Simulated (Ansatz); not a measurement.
# SrTiO3: band gap under strain

Aim: follow the gap of SrTiO3 built on the database structure prototype through these states: +4.4 % equal strain in all directions. The table at the end shows which levels were run.

Program: Ansatz 0.2.0. PAW datasets, plane waves. Calculated at 0 K for a non-magnetic cell.

### 1 The cell

The unstrained cell was relaxed with r2SCAN; in each strained cell the atoms were relaxed again with r2SCAN. Names of k-points are those of the unstrained zone, where strain can split equivalent points. First state: +4.4 % equal strain in all directions.

The symmetry is Pm-3m (No. 221, cubic); a = 4.077 Å in the conventional setting, 13.56 Å³ an atom. Near Sr stand 12 O at 2.88 Å; near Ti stand 6 O at 2.04 Å; near O stand 2 Ti at 2.04 Å and 4 Sr at 2.88 Å.

As a file:

```cif
data_structure
_symmetry_space_group_name_H-M 'Pm-3m'
_symmetry_Int_Tables_number 221
_cell_length_a 4.0772
_cell_length_b 4.0772
_cell_length_c 4.0772
_cell_angle_alpha 90.000
_cell_angle_beta 90.000
_cell_angle_gamma 90.000
_cell_volume 67.78
loop_
_atom_site_label
_atom_site_type_symbol
_atom_site_symmetry_multiplicity
_atom_site_Wyckoff_symbol
_atom_site_fract_x
_atom_site_fract_y
_atom_site_fract_z
_atom_site_occupancy
Sr1 Sr 1 a 0.00000 0.00000 0.00000 1
Ti1 Ti 1 b 0.50000 0.50000 0.50000 1
O1 O 3 c 0.50000 0.00000 0.50000 1
```

From earlier runs on the unstrained cell: PBE 1.88 eV, r2SCAN 2.26 eV, HSE06 3.32 eV; a = 3.907 Å.

### 2 +4.4 % equal strain in all directions: PBE

The input, input.yaml:

```yaml
crystal:
  lattice:
    - [4.0771902285, 0.0, 0.0]
    - [0.0, 4.0771902285, 0.0]
    - [0.0, 0.0, 4.0771902285]
  atoms:
    - { symbol: Sr, position: [0.0, 0.0, 0.0] }
    - { symbol: Ti, position: [0.5, 0.5, 0.5] }
    - { symbol: O, position: [0.5, 0.0, 0.5] }
    - { symbol: O, position: [0.5, 0.5, 0.0] }
    - { symbol: O, position: [0.0, 0.5, 0.5] }
kpoints:
  mp_grid: { grid: [6, 6, 6] }
  band_path:
    path: [[0.0, 0.0, 0.0], [0.0, 0.5, 0.0], [0.5, 0.5, 0.0], [0.5, 0.5, 0.5]]
    npoints: 1
hamiltonian:
  xc: pbe
scf:
  occupations: { method: fermi_dirac, width: 0.02 }
  n_extra_bands: 5
output:
  forces: true
  stress: true
  eigenvalues: true
```

The run is started by

```bash
$ ansatz run input.yaml --threads 4 --pin off --max-ram 5529MiB --backend cpu --events-out ev --progress --plain --runs-dir out
```

The runs that follow: +4.4 % equal strain in all directions: r2SCAN; +4.4 % equal strain in all directions: HSE06.

What does the calculation give?

As calculated:

Least gap in eV (negative: overlap), with the change from the unstrained cell in brackets:

| state | volume change (%) | PBE | r2SCAN | HSE06 |
| --- | --- | --- | --- | --- |
| +4.4 % equal strain in all directions | +13.7 | 1.63 (-0.25) | 1.96 (-0.30) | 2.98 (-0.34) |

**Reading.** The HSE06 gap moves by -0.341 eV under +4.4 % equal strain in all directions. PBE and HSE06 differ by 1.44 eV on the unstrained gap, and by at most 0.09 eV on its change: the two disagree on the size of the gap but agree on its response to strain.
